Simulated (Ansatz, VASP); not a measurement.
## One calculation of Pt, two programs

Contents of INCAR:

```
PREC = Accurate ; ENCUT = 520
EDIFF = 1E-7 ; ISMEAR = 0
SIGMA = 0.15 ; LREAL = F
LASPH = T ; NELM = 60
ALGO = Fast ; ISIF = 2
LWAVE = F ; LCHARG = T
GGA = PE ; LELF = T
LVHAR = T ; NBANDS = 17
```

KPOINTS

```
regular mesh
0
Gamma
  18 18 10
```

File POSCAR:

```
Pt
1.0
    2.7103000000      0.0000000000      0.0000000000
   -1.3551500000      2.3471886519      0.0000000000
    0.0000000000      0.0000000000      4.7813829983
Pt
2
Direct
    0.6666666667      0.3333333333      0.7500000000
    0.3333333333      0.6666666667      0.2500000000
```

Input for Ansatz:

```yaml
crystal:
  lattice:
    - [2.7103, 0.0, 0.0]
    - [-1.35515, 2.3471886519, 0.0]
    - [0.0, 0.0, 4.7813829983]
  atoms:
    - { symbol: Pt, position: [0.6666666667, 0.3333333333, 0.75] }
    - { symbol: Pt, position: [0.3333333333, 0.6666666667, 0.25] }
basis:
  ecutwfc: 420
kpoints:
  mp_grid: { grid: [18, 18, 10] }
hamiltonian:
  xc: pbe
scf:
  occupations: { method: gaussian, width: 0.15 }
output:
  forces: true
  stress: true
  eigenvalues: true
```

Alike in both runs: task single point; functional PBE; k mesh 18 × 18 × 10; occupations gaussian, width 0.15 eV; no spin polarisation.

```csv
,VASP,Ansatz
version,VASP 6.6.1,Ansatz 0.2.0
potentials or method,"VASP PAW PBE potentials, release 64 (Pt)","scalar-relativistic, plane waves, PAW"
plane-wave cutoff (eV),520,420
valence electrons in the cell,20,36
```

|  | VASP | Ansatz | Ansatz less VASP |
| --- | --- | --- | --- |
| gap on the k mesh at the Fermi level (eV) | none | none | - |
| pressure (GPa) | 9.6 | 10.1 | +0.55 |
| largest component of the traceless stress (GPa) | 4.14 | 4.09 | -0.048 |

A gap of «none» marks a metal or a gap that the smearing closes. With one functional, cell and mesh, what is left measures potentials, basis and numerics. The two sets of potentials don't hold the same shells in valence.

Spin-orbit coupling is left out, which matters for the levels of Pt.
